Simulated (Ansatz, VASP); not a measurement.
HfC in VASP and in Ansatz

File INCAR:

```
SYSTEM = HfC
  PREC = Accurate
  ENCUT = 520
  EDIFF = 1E-7
  ISMEAR = -1
  SIGMA = 0.05
  LREAL = .FALSE.
  LASPH = .TRUE.
  NELM = 100
  ALGO = Normal
  ISIF = 2
  LWAVE = .FALSE.
  LCHARG = .FALSE.
  GGA = PE
  NBANDS = 14
```

KPOINTS

```
regular mesh
0
G
  10 10 10
  0 0 0
```

File POSCAR:

```
HfC
1.0
    0.0000000000      2.3555956139      2.3555956139
    2.3555956139      0.0000000000      2.3555956139
    2.3555956139      2.3555956139      0.0000000000
Hf C
1 1
Direct
    0.5000000000      0.5000000000      0.5000000000
    0.0000000000      0.0000000000      0.0000000000
```

Contents of input.yaml:

```yaml
crystal:
  lattice:
    - [0.0, 2.3555956139, 2.3555956139]
    - [2.3555956139, 0.0, 2.3555956139]
    - [2.3555956139, 2.3555956139, 0.0]
  atoms:
    - { symbol: Hf, position: [0.5, 0.5, 0.5] }
    - { symbol: C, position: [0.0, 0.0, 0.0] }
hamiltonian:
  xc: pbe
  pseudopotentials: { kind: paw }
kpoints:
  mp_grid: { grid: [10, 10, 10] }
scf:
  occupations: { method: fermi_dirac, width: 0.05 }
output:
  forces: true
  stress: true
  eigenvalues: true
  write_density: true
  write_potential: true
  elf: true
  volumetric_format: npy
```

Change from the starting cell: volume scaled by 1.04.

Alike in both runs: task single point; functional PBE; k mesh 10 × 10 × 10; occupations fermi-dirac, width 0.05 eV; no spin polarisation.

|  | VASP | Ansatz |
| --- | --- | --- |
| version | VASP 6.6.1 | Ansatz 0.2.0 |
| potentials or method | VASP PAW PBE potentials, release 64 (Hf_pv, C) | Ansatz PAW |
| plane-wave cutoff (eV) | 520 | 420 |
| valence electrons in the cell | 14 | 30 |

Ansatz gave:

```
gap on the k mesh at the Fermi level (eV) : none
pressure (GPa)                            : -8.3
```

**Question.** Which values does VASP return?

**Answer.** gap on the k mesh at the Fermi level (eV): none; pressure (GPa): -9.0.

A gap of «none» marks a metal or a gap that the smearing closes. The two sets of potentials don't hold the same shells in valence.

Spin-orbit coupling is left out, which matters for the levels of Hf.
